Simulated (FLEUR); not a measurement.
Here is a FLEUR MaX-R8.1 (later development tree) calculation.

File inp.xml:

```xml
<?xml version="1.0" encoding="UTF-8" standalone="no"?>
<fleurInput fleurInputVersion="0.39">
   <comment>
      PbS                                                                                                 
   </comment>
   <calculationSetup>
      <cutoffs Kmax="3.84" Gmax="11.9" GmaxXC="11.9" numbands="0"/>
      <scfLoop itmax="60" minDistance="0.00001" maxIterBroyd="15" imix="Anderson" alpha="0.05" precondParam="0.0" spinf="2.0" sdNocoIR="T"/>
      <coreElectrons ctail="T" frcor="F" kcrel="0" coretail_lmax="0"/>
      <xcFunctional name="pbe" relativisticCorrections="F"/>
      <magnetism jspins="1"/>
      <soc l_soc="F" theta="0.0" phi="0.0" spav="F"/>
      <expertModes spex="0" secvar="F"/>
      <geometryOptimization l_f="T" forcealpha="1.0" forcemix="BFGS" epsdisp="0.0005" epsforce="0.0002"/>
      <ldaU l_linMix="F" mixParam="0.05" spinf="1.0"/>
   </calculationSetup>
   <cell>
      <bzIntegration valenceElectrons="26.0" mode="hist" fermiSmearingEnergy="0.00183747">
         <kPointListSelection listName="default-1"/>
         <!-- k-points included here -->
         <xi:include xmlns:xi="http://www.w3.org/2001/XInclude" href="kpts.xml"> </xi:include>
      </bzIntegration>
      <!-- symmetry operations included here -->
      <xi:include xmlns:xi="http://www.w3.org/2001/XInclude" href="sym.xml"> </xi:include>
      <bulkLattice scale="1.0">
         <bravaisMatrix>
            <row-1>    0.0000000000000000     5.6044552540324490     5.6044552540324490</row-1>
            <row-2>    5.6044552540324490     0.0000000000000000     5.6044552540324490</row-2>
            <row-3>    5.6044552540324490     5.6044552540324490     0.0000000000000000</row-3>
         </bravaisMatrix>
      </bulkLattice>
   </cell>
   <atomSpecies>
      <species name="Lead (Pb)" element="Pb" atomicNumber="82">
         <mtSphere radius="2.66" gridPoints="879" logIncrement="0.015"/>
         <atomicCutoffs lmax="11" lnonsphr="8"/>
         <electronConfig flipSpins="F">
            <coreConfig>(1s1/2) (2s1/2) (2p1/2) (2p3/2) (3s1/2) (3p1/2) (3p3/2) (4s1/2) (3d3/2) (3d5/2) (4p1/2) (4p3/2) (4d3/2) (4d5/2) (4f5/2) (4f7/2) (5s1/2)</coreConfig>
            <valenceConfig>(5p1/2) (5p3/2) (6s1/2) (5d3/2) (5d5/2) (6p1/2) (6p3/2)</valenceConfig>
            <stateOccupation state="(6p1/2)" spinUp="0.333333" spinDown="0.333333"/>
            <stateOccupation state="(6p3/2)" spinUp="0.666667" spinDown="0.666667"/>
         </electronConfig>
         <energyParameters s="6" p="6" d="5" f="5"/>
         <lo type="SCLO" l="1" n="5" eDeriv="0"/>
         <lo type="SCLO" l="1" n="5" eDeriv="1"/>
         <lo type="SCLO" l="0" n="6" eDeriv="2"/>
         <lo type="SCLO" l="2" n="5" eDeriv="2"/>
         <lo type="SCLO" l="3" n="5" eDeriv="2"/>
      </species>
      <species name="Sulfur (S)" element="S" atomicNumber="16">
         <mtSphere radius="2.16" gridPoints="735" logIncrement="0.016"/>
         <atomicCutoffs lmax="9" lnonsphr="7"/>
         <electronConfig flipSpins="F">
            <coreConfig>(1s1/2) (2s1/2) (2p1/2) (2p3/2)</coreConfig>
            <valenceConfig>(3s1/2) (3p1/2) (3p3/2)</valenceConfig>
            <stateOccupation state="(3p1/2)" spinUp="0.666667" spinDown="0.666667"/>
            <stateOccupation state="(3p3/2)" spinUp="1.333333" spinDown="1.333333"/>
         </electronConfig>
         <energyParameters s="3" p="3" d="3" f="4"/>
         <lo type="SCLO" l="0" n="3" eDeriv="2"/>
         <lo type="SCLO" l="1" n="3" eDeriv="2"/>
         <lo type="SCLO" l="2" n="3" eDeriv="2"/>
         <lo type="SCLO" l="3" n="4" eDeriv="2"/>
      </species>
   </atomSpecies>
   <atomGroups>
      <atomGroup species="Lead (Pb)">
         <relPos label="                   1">.0000000000 .0000000000 .0000000000</relPos>
         <force calculate="T" relaxXYZ="TTT"/>
      </atomGroup>
      <atomGroup species="Sulfur (S)">
         <relPos label="                   2">1.000/2.000 1.000/2.000 1.000/2.000</relPos>
         <force calculate="T" relaxXYZ="TTT"/>
      </atomGroup>
   </atomGroups>
   <output dos="F" band="F" slice="F">
      <checks vchk="F" cdinf="F"/>
      <bandDOS minEnergy="-.5*Htr" maxEnergy="0.5*Htr" sigma="0.015" storeEVData="T"/>
      <vacuumDOS vacdos="F" integ="F" star="F" nstars="0" locx1="0.0" locy1="0.0" locx2="0.0" locy2="0.0" nstm="0" tworkf="0.0"/>
      <unfoldingBand unfoldBand="F" supercellX="1" supercellY="1" supercellZ="1"/>
      <plotting iplot="0" polar="F">
         <plot TwoD="T" vec1="  1.0  0.0  0.0" vec2="  0.0  1.0  0.0" vec3="  0.0  0.0  1.0" zero="  0.0  0.0  0.0" file="plot"/>
      </plotting>
      <chargeDensitySlicing numkpt="0" minEigenval="0.0" maxEigenval="0.0" nnne="0" pallst="F"/>
      <specialOutput eonly="F"/>
      <moessbauerParams electricFieldGradient="T" isomerShift="T" coreHyperfine="T" valenceHyperfine="T"/>
      <magneticCircularDichroism mcd="F" energyLo="-10.0" energyUp="0.0"/>
   </output>
  <!-- We include the file relax.xml here to enable relaxations (see documentation) -->
  <xi:include xmlns:xi="http://www.w3.org/2001/XInclude" href="relax.xml"> <xi:fallback/> </xi:include>
</fleurInput>
```

The input crystal.txt:

```
PbS
&input cartesian=F /
0.0000000000  2.9657500000  2.9657500000
2.9657500000  0.0000000000  2.9657500000
2.9657500000  2.9657500000  0.0000000000
1.8897261246
1.0 1.0 1.0

2
82 0.0000000000  0.0000000000  0.0000000000
16 0.5000000000  0.5000000000  0.5000000000

&kpt div1=8 div2=8 div3=8 gamma=T /
```

Potentials or basis: all-electron, FLAPW.

Launch:

```console
$ inpgen -f crystal.txt -profile fastHighL
$ # inp.xml edited to the form shown
$ fleur_MPI
```

(1) What does it give for the band gap on the k mesh?

Answers

(1) 0.36 eV, direct.

Caveat: spin-orbit coupling is left out, which as a rule narrows the gap of such compounds by several tenths of an eV.
